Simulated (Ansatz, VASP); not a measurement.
**HfB2 in VASP and in Ansatz**

INCAR

```
PREC = Accurate
ENCUT = 520
EDIFF = 1E-6
ISMEAR = -5
SIGMA = 0.1
LREAL = F
LASPH = T
NELM = 150
ALGO = Normal
ISIF = 2
LWAVE = F
LCHARG = F
MAGMOM = 0.135 -0.076 -0.156 0 0 0 0 0 0
LORBIT = 11
LSORBIT = T
GGA_COMPAT = F
LORBMOM = T
LMAXMIX = 4
GGA = PS
IVDW = 12
NBANDS = 29
```

The input KPOINTS:

```
Automatic mesh
0
Gamma
  10 10 8
```

File POSCAR:

```
HfB2
1.0
    3.1400000000      0.0000000000      0.0000000000
   -1.5700000000      2.7193197679      0.0000000000
    0.0000000000      0.0000000000      3.4800000000
Hf B
1 2
Direct
    0.0000000000      0.0000000000      0.0000000000
    0.6666666667      0.3333333333      0.5000000000
    0.3333333333      0.6666666667      0.5000000000
```

input.yaml

```yaml
crystal:
  lattice:
    - [3.14, 0.0, 0.0]
    - [-1.57, 2.7193197679, 0.0]
    - [0.0, 0.0, 3.48]
  atoms:
    - { symbol: Hf, position: [0.0, 0.0, 0.0], spin: 0.22, spin_axis: [0.135, -0.076, -0.156] }
    - { symbol: B, position: [0.6666666667, 0.3333333333, 0.5] }
    - { symbol: B, position: [0.3333333333, 0.6666666667, 0.5] }
hamiltonian:
  xc: pbesol
  pseudopotentials: { kind: paw_fr }
  dispersion: d3bj
magnetization:
  noncollinear: true
  spin_orbit: true
kpoints:
  mp_grid: { grid: [10, 10, 8] }
scf:
  occupations: { method: tetrahedron }
output:
  forces: true
  stress: true
  write_density: true
  write_potential: true
  elf: true
  volumetric_format: npy
```

Alike in both runs: task single point; functional PBEsol; dispersion D3(BJ); k mesh 10 × 10 × 8; occupations tetrahedron; non-collinear spin, spin-orbit coupling.

```csv
,VASP,Ansatz
version,VASP 6.6.1,Ansatz 0.2.0
potentials or method,"VASP PAW PBE potentials, release 64 (Hf_pv, B)",Ansatz PAW
plane-wave cutoff (eV),520,420
valence electrons in the cell,16,32
```

```csv
,VASP,Ansatz,Ansatz less VASP
gap on the k mesh at the Fermi level (eV),none,none,-
pressure (GPa),-10.1,-10.4,-0.29
largest component of the traceless stress (GPa),0.68,1.08,+0.393
net moment per atom (μB),0.00,0.00,0.000
dispersion energy (meV/atom),-346.1,-346.2,-0.11
```

A gap of «none» marks a metal or a gap that the smearing closes. The two sets of potentials don't hold the same shells in valence.

Caveats: the PAW data sets were made with another functional, which shifts forces and pressure a little (VASP); pairwise dispersion overbinds metals, which lowers pressure and volume (Ansatz); the PAW data sets come from PBE, with cores solved anew for the run's functional, which leaves a small shift of forces and pressure (Ansatz); with tetrahedron occupations forces and stress needn't match the slope of the energy (Ansatz); the starting moments weren't kept (Ansatz); the thresholds are loose for stress (Ansatz).
